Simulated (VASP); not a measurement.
VASP input:

### KPOINTS
```
kpoints
0
Gamma
  11 11 11
```

INCAR:
```
SYSTEM = InN
PREC = Accurate
ENCUT = 520
EDIFF = 1E-8
NELM = 100
ALGO = Normal
LREAL = .FALSE.
LASPH = .TRUE.
ISMEAR = 1
SIGMA = 0.1
METAGGA = R2SCAN
LMIXTAU = .TRUE.
LMAXMIX = 4
LWAVE = .FALSE.
LCHARG = .FALSE.
IBRION = 1
ISIF = 2
NSW = 30
EDIFFG = -0.001
```

### POSCAR
```
InN
1.0
  0.0000000000   2.5020909443   2.5020909443
  2.5020909443   0.0000000000   2.5020909443
  2.5020909443   2.5020909443   0.0000000000
In N
1 1
Cart
  0.0000000000   0.0000000000   0.0000000000
  1.2510454721   1.2510454721   1.2510454721
```

POTCAR, in this order: In_d N (PBE.64 set). Program: vasp_std.

Translate this r2SCAN calculation to Ansatz.

One equivalent input (not run):
Ansatz 0.2 input:
```yaml
crystal:
  lattice:
    - [0.0000000, 2.5020909, 2.5020909]
    - [2.5020909, 0.0000000, 2.5020909]
    - [2.5020909, 2.5020909, 0.0000000]
  atoms:
    - { symbol: In, position: [0.0000000, 0.0000000, 0.0000000] }
    - { symbol: N, position: [0.2500000, 0.2500000, 0.2500000] }
kpoints:
  mp_grid: { grid: [11, 11, 11] }
hamiltonian:
  xc: r2scan
  pseudopotentials: { kind: paw }
scf:
  occupations: { method: methfessel_paxton, width: 0.1 }
  max_iter: 100
relax:
  max_steps: 30
  f_tol: 0.001
output: { forces: true, stress: true, eigenvalues: true }
```
Limits of the translation: each code has its own PAW files, so the cut-off isn't converted (ENCUT is set for VASP's; basis.ecutwfc is left out, and Ansatz then takes the one that its files recommend); Ansatz stops its SCF on the density residual and VASP on the energy change (EDIFF).

The compound is InN in the zinc blende structure, a metastable form; wurtzite is the usual one. It was relaxed first. The start is the result of an earlier pass.
